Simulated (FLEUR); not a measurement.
Runs of FLEUR MaX-R8.1 (later development tree) on Ti. The structure is hexagonal, space group P6_3/mmc (No. 194). The conventional cell has a = 2.950 Å, b = 2.950 Å, c = 4.680 Å, α = 90.00°, β = 90.00°, γ = 120.00°. Around Ti (site symmetry -6m2) lie 12 Ti at 2.89 to 2.95 Å. 

```tsv
task	level	cell	muffin-tin radii	max iterations	mixing factor	mixer	mixer history	gap on the mesh (eV)	V0 of scaled cells (Å³/atom)	B0 (GPa)
equation of state	PBE	as given	Ti 2.46 bohr	-	-	-	-	-	17.40	111
equation of state	PBEsol	as given	Ti 2.46 bohr	-	-	-	-	-	16.73	(a)
single point	PBE	atoms moved at random, drawn with an rms of 0.05 Å	Ti 2.46 bohr	60	0.05	Anderson	15	none	-	-
single point	PBE	as given	Ti 2.46 bohr	60	0.05	Anderson	15	none	-	-
```

Alike in all rows: potentials or basis all-electron, FLAPW; no spin polarisation; k mesh 10 × 10 × 6; smearing fermi-dirac 0.05 eV; kmax 4.1 1/bohr.

Estimate the missing entries.

(a) 118.

Caveats: the cell was scaled at fixed shape and fractional positions, which overstates the stiffness of a crystal with free parameters, most of all of layers and chains (some runs).

A gap of «none» marks a metal or a gap under the smearing width.
